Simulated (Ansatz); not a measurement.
K:

```
CELL_PARAMETERS angstrom
-2.69756 2.69756 2.69756
2.69756 -2.69756 2.69756
2.69756 2.69756 -2.69756
ATOMIC_POSITIONS crystal
K 0.00000 0.00000 0.00000
```

Base run:

* Program: Ansatz 0.2.0
* Functional: LDA
* Potentials or basis: all-electron LAPW, scalar-relativistic
* Cutoff: 52 eV (chosen from the basis error)
* Basis error allowed: 0.001 eV/atom
* k mesh: 7 × 7 × 7
* Occupations: fermi-dirac, width 0.05 eV
* Spin: no spin polarisation

Its results: pressure -0.6 GPa.

Problem. The run is repeated on the same cell with these changes: functional from LDA to PBE. What comes out?

Solution. Pressure -0.2 GPa.

PBE binds less tightly than LDA, so the same cell stands under more pressure.
